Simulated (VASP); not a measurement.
A run of VASP 6.6.1 is set up as follows.

File INCAR:

```
PREC = Accurate ; ENCUT = 600
EDIFF = 1E-7 ; ISMEAR = 0
SIGMA = 0.03 ; LREAL = False
LASPH = True ; NELM = 80
ALGO = Normal ; ISIF = 3
LWAVE = False ; LCHARG = False
GGA = PE ; IVDW = 12
IBRION = 2 ; NSW = 90
EDIFFG = -0.005
```

The input KPOINTS:

```
regular mesh
0
Gamma
  9 9 4
```

Contents of POSCAR:

```
CdS                                     
1.0
    4.1497009568      0.0000000000      0.0000000000
   -2.0748504784      3.5937464467     -0.0000000000
    0.0000000000      0.0000000000      6.7656022719
  Cd              S             
     2     2
Direct
     0.3333333332999970    0.6666666667000030    0.9995972382423295
     0.6666666667000030    0.3333333332999970    0.4995972382423295
     0.3333333332999970    0.6666666667000030    0.3754027617576705
     0.6666666667000030    0.3333333332999970    0.8754027617576705
```

Potentials or basis: VASP PAW PBE potentials, release 64 (Cd, S).

Launch:

```console
$ cat potpaw_PBE.64/Cd/POTCAR potpaw_PBE.64/S/POTCAR > POTCAR
$ mpirun -np 1 vasp_std > vasp.out
```

(1) Predict the relaxed cell.

(2) What does it give for the relaxed volume?

(3) Predict the band gap on the k mesh.

(4) Predict the space group after relaxing (to 0.05 Å).

Results:

(1) a = 4.149 Å, b = 4.149 Å, c = 6.765 Å, α = 90.00°, β = 90.00°, γ = 120.00°.

(2) 25.21 Å³/atom.

(3) 1.19 eV, direct.

(4) P6_3mc (No. 186).
